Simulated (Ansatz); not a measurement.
Born–Oppenheimer molecular dynamics of a periodic cell of 49 atoms, Si16HO32 (host SiO2, host structure C222_1, interstitial H). It goes on from the last frame of an earlier run, with new velocities.

Computed with DFT PBEsol, scalar-relativistic, plane waves, PAW in Ansatz 0.2.0. Settings: accuracy low, PAW set soft_1, cutoff 420 eV, k mesh 1x1x1, fermi-dirac smearing 0.05 eV, spin collinear.

```yaml
ensemble: NVT, Langevin thermostat
time_step: 3 fs
steps_asked: 200
set_temperature: 1260 K
friction: 0.02 /fs
seed: 64518
```

First frame:

```xyz
49
Lattice="-10.0780 0.0000 0.0000 0.0000 -8.7640 0.0000 0.0000 0.0000 8.2350" Properties=species:S:1:pos:R:3
Si -4.977 -3.096 4.585
Si -5.111 -5.937 0.496
Si -5.135 -3.038 7.652
Si -4.905 -6.111 3.630
O -5.114 -6.378 2.057
O -5.262 -3.645 6.143
O -4.712 -4.454 3.773
O -5.321 -4.317 0.509
O -6.151 -2.309 3.869
O -3.713 -6.245 7.927
O -3.612 -2.466 -0.500
O -6.113 -6.587 4.554
Si -2.320 -7.607 4.640
Si -2.764 -1.545 0.461
Si -2.562 -7.349 7.874
Si -2.522 -1.726 3.522
O -3.022 -1.903 2.026
O -2.175 -7.680 6.191
O -2.075 -0.231 3.822
O -3.086 -0.018 0.118
O -3.703 -6.901 4.290
O -1.176 -1.854 8.358
O -1.374 -6.792 0.524
O -3.651 -2.160 4.541
Si -9.934 -2.855 4.588
Si -0.247 -5.536 0.599
Si -0.020 -2.755 7.667
Si -10.006 -5.722 3.591
O -0.339 -5.091 2.105
O 0.307 -2.358 6.099
O -9.625 -4.489 4.640
O -0.309 -4.363 -0.469
O -1.184 -2.603 3.730
O -8.801 -6.091 8.550
O -8.755 -2.449 0.340
O -1.227 -6.462 4.188
Si -7.610 -7.169 4.734
Si -7.662 -1.290 0.434
Si -7.836 -7.071 7.724
Si -7.367 -1.318 3.486
O -7.109 -1.114 1.876
O -8.254 -6.865 6.179
O -7.274 -0.019 4.499
O -8.041 0.090 -0.332
O -8.711 -6.830 3.555
O -6.264 -1.897 7.878
O -6.355 -6.643 -0.143
O -8.861 -2.018 3.697
H -0.065 -0.227 2.200
```

Q: What does the run give?

A: The run went to its last step.

| Item | Value |
| --- | --- |
| steps done | 200 |
| time covered | 600 fs |
| mean temperature over the second half | 1233 K |
| spread of the potential energy over the second half | 13.8 meV per atom |
| mean potential energy of the second half above the start | 103.7 meV per atom |

A step of 3 fs is long for free X–H stretches (periods near 10 fs) and can bias their spread and the temperature. A run of 0.6 ps of so small a system gives no equilibrium averages. Limits of this set-up: coarse k mesh, PAW files made for another functional, a small cell, in which the defect meets its images, a typed lattice constant that wasn't relaxed here, low accuracy level.

Q: What happens to the structure?

A: Mean squared displacements from the first frame to the last, about the centre of mass: Si 0.09 Å², O 0.46 Å², H 0.87 Å². Another seed would give other details.

Q: How do temperature and energy run in time?

A: 
| time (fs) | T (K) | potential energy less start (eV) |
| --- | --- | --- |
| 0 | 1234 | 0.000 |
| 30 | 763 | 4.905 |
| 60 | 1101 | 4.838 |
| 90 | 1282 | 5.455 |
| 120 | 1198 | 5.259 |
| 150 | 1242 | 3.600 |
| 180 | 1134 | 3.268 |
| 210 | 985 | 4.102 |
| 240 | 1101 | 3.726 |
| 270 | 1237 | 3.986 |
| 300 | 1078 | 5.886 |
| 330 | 1534 | 4.330 |
| 360 | 1259 | 5.552 |
| 390 | 1237 | 4.839 |
| 420 | 1265 | 4.946 |
| 450 | 1174 | 4.594 |
| 480 | 1323 | 5.623 |
| 510 | 1052 | 6.594 |
| 540 | 1318 | 5.859 |
| 570 | 1067 | 5.183 |
| 600 | 1050 | 4.202 |

Run time: 17 min on 4 threads of Arm Neoverse V2, with other jobs on the host, peak memory 1 GiB.
